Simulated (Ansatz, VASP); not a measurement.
**BeTe: VASP beside Ansatz**

Contents of INCAR:

```
  ALGO = Normal
  EDIFF = 1E-7
  ENCUT = 520
  GGA = PE
  ISIF = 2
  ISMEAR = 0
  LASPH = True
  LCHARG = False
  LREAL = False
  LWAVE = False
  NELM = 80
  PREC = Accurate
  SIGMA = 0.012
```

The input KPOINTS:

```
k-points
0
Gamma
  8 8 8
```

The input POSCAR:

```
BeTe
1.0
    0.0000000000      2.7700000000      2.7700000000
    2.7700000000      0.0000000000      2.7700000000
    2.7700000000      2.7700000000      0.0000000000
Te Be
1 1
Direct
    0.7500000000      0.7500000000      0.7500000000
    0.0000000000      0.0000000000      0.0000000000
```

The input input.yaml:

```yaml
crystal:
  lattice:
    - [0.0, 2.77, 2.77]
    - [2.77, 0.0, 2.77]
    - [2.77, 2.77, 0.0]
  atoms:
    - { symbol: Te, position: [0.75, 0.75, 0.75] }
    - { symbol: Be, position: [0.0, 0.0, 0.0] }
hamiltonian:
  xc: pbe
  pseudopotentials: { kind: paw }
kpoints:
  mp_grid: { grid: [8, 8, 8] }
scf:
  occupations: { method: gaussian, width: 0.012 }
output:
  forces: true
  stress: true
  eigenvalues: true
```

Alike in both runs: task single point; functional PBE; k mesh 8 × 8 × 8; occupations gaussian, width 0.012 eV; no spin polarisation.

|  | VASP | Ansatz |
| --- | --- | --- |
| version | VASP 6.6.1 | Ansatz 0.2.0 |
| potentials or method | VASP PAW PBE potentials, release 64 (Te, Be) | Ansatz PAW |
| plane-wave cutoff (eV) | 520 | 420 |
| valence electrons in the cell | 8 | 18 |

```csv
,VASP,Ansatz,Ansatz less VASP
gap on the k mesh at the Fermi level (eV),1.85,1.86,+0.016
least direct gap on the mesh (eV),3.56,3.59,+0.022
pressure (GPa),4.5,4.3,-0.18
```

With one functional, cell and mesh, what is left measures potentials, basis and numerics. The two sets of potentials don't hold the same shells in valence.

Caveats: spin-orbit coupling is left out, which moves the levels of the heavy elements. A k mesh can miss the band edges. Expect the measured gap to be larger: semilocal functionals such as PBE lack the derivative discontinuity.
